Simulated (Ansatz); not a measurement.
## HgTe across functionals

```
Hg Te
1.0
     0.00000    2.92150    2.92150
     2.92150    0.00000    2.92150
     2.92150    2.92150    0.00000
Hg Te
1 1
Direct
  0.00000 0.00000 0.00000
  0.50000 0.50000 0.50000
```

Atom numbers follow the list: Hg1, Te2.

The cell comes from COD entry 1538296, which wasn't checked; take it as a given geometry.

No spin–orbit coupling, which matters for the heavy atoms here.

One fixed cell is solved with several functionals by PAW (frozen-core files) in Ansatz 0.2.0, scalar-relativistically. A positive pressure means that the functional wants a larger cell.

The PAW files were made with PBE; their cores are remade for each functional.

Settings: a Γ-centred 10×10×10 k mesh, Fermi–Dirac smearing of 0.08 eV, cutoff 420 eV, no spin polarisation.

Cutoffs: PBE 420 eV, LDA 420 eV, PBEsol 420 eV, r²SCAN 500 eV.

Problem. Order the settings by the pressure that they give at this fixed cell, lowest first.
A. PBEsol
B. LDA
C. r²SCAN
D. PBE

Solution. B (3.84 GPa), A (5.98 GPa), C (9.15 GPa), D (10.36 GPa).

```json
{"setting": "PBE", "P (GPa)": "10.36", "lowest level at Γ above −25 eV, from the valence-band top or, without a gap, the Fermi level (eV)": "-13.03"}
{"setting": "LDA", "P (GPa)": "3.84", "lowest level at Γ above −25 eV, from the valence-band top or, without a gap, the Fermi level (eV)": "-13.09"}
{"setting": "PBEsol", "P (GPa)": "5.98", "lowest level at Γ above −25 eV, from the valence-band top or, without a gap, the Fermi level (eV)": "-13.06"}
{"setting": "r²SCAN", "P (GPa)": "9.15", "lowest level at Γ above −25 eV, from the valence-band top or, without a gap, the Fermi level (eV)": "-13.49"}
```
